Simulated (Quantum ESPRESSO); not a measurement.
**Ga under changes of volume**

One of the cells (18.685 Å³/atom); the others are scaled copies at fixed shape and fractional positions:

```
Ga
1.0
     1.45000   -4.06500    0.00000
     1.45000    4.06500    0.00000
     0.00000    0.00000    3.17000
Ga
2
Direct
  0.13300 0.86700 0.75000
  0.86700 0.13300 0.25000
```

This isn't the form of Ga at room conditions, which is orthorhombic.

* Program: Quantum ESPRESSO 7.5
* Functional: r2SCAN
* Potentials or basis: SG15 PBE 1.2
* Cutoff: 1197 eV
* Density cutoff: 4789 eV
* k mesh: 6 × 6 × 4
* Occupations: fermi-dirac, width 0.05 eV
* Spin: no spin polarisation

```tsv
volume (Å³/atom)	energy over the lowest point (meV/atom)	pressure (GPa)	largest force (eV/Å)
17.564	0.00	0.0	0.448
17.937	1.33	-1.2	0.440
18.311	5.29	-2.2	0.434
18.685	11.61	-3.2	0.431
19.058	20.05	-4.0	0.428
19.432	30.42	-4.8	0.426
19.806	?	?	?
```

**Question.** What does the run at 19.806 Å³/atom give?

**Answer.** Energy over the lowest point 42.51 meV/atom; pressure -5.4 GPa; largest force 0.417 eV/Å.

Worked out: A Birch-Murnaghan fit of order 3 (a polynomial in V^(-2/3)) to the other rows has its minimum at 17.57 Å³/atom with B0 = V·E''(V) = 59 GPa and B' = 4.0 at fixed shape and positions, which overstates the stiffness. It gives 42.53 meV/atom at 19.806 Å³/atom, against the run's 42.51, and -dE/dV = -5.5 GPa, against -5.4.

Energies are extrapolated to zero smearing.

Caveats: all runs use coarse meshes; the potentials were made for another functional, which shifts forces and pressure.
